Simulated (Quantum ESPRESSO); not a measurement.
The system is Sc.

```
Sc
1.0
    -1.91721    1.91721    1.71760
     1.91721   -1.91721    1.71760
     1.91721    1.91721   -1.71760
Sc
1
Direct
  0.00000 0.00000 0.00000
```

This isn't the form of Sc at room conditions, which is hcp.

| Property | Result |
| --- | --- |
| Program | Quantum ESPRESSO 7.5 |
| Task | single point |
| Functional | PBE |
| Potentials or basis | SSSP 1.3 efficiency PBE |
| Cutoff | 816 eV |
| Density cutoff | 3265 eV |
| k mesh | 10 × 10 × 10 |
| Occupations | fermi-dirac, width 0.05 eV |
| Spin | no spin polarisation |

On this cell: pressure -0.7 GPa; band gap on the k mesh none (metal or under the smearing width).

The same run follows on a disturbed copy (cell strained at random at fixed volume):

```
CELL_PARAMETERS angstrom
-2.00168 1.96521 1.81529
1.91710 -1.89426 1.64167
1.93748 1.83005 -1.73609
ATOMIC_POSITIONS crystal
Sc 0.00306 0.00531 0.99425
```

What changes?

The energy (extrapolated to zero smearing) moves by +10.0 meV/atom; pressure -0.8 GPa; band gap on the k mesh none (metal or under the smearing width).

Stress tensor (GPa, compression positive):
```
-0.78  1.08  1.38
 1.08 -1.35 -1.12
 1.38 -1.12 -0.13
```
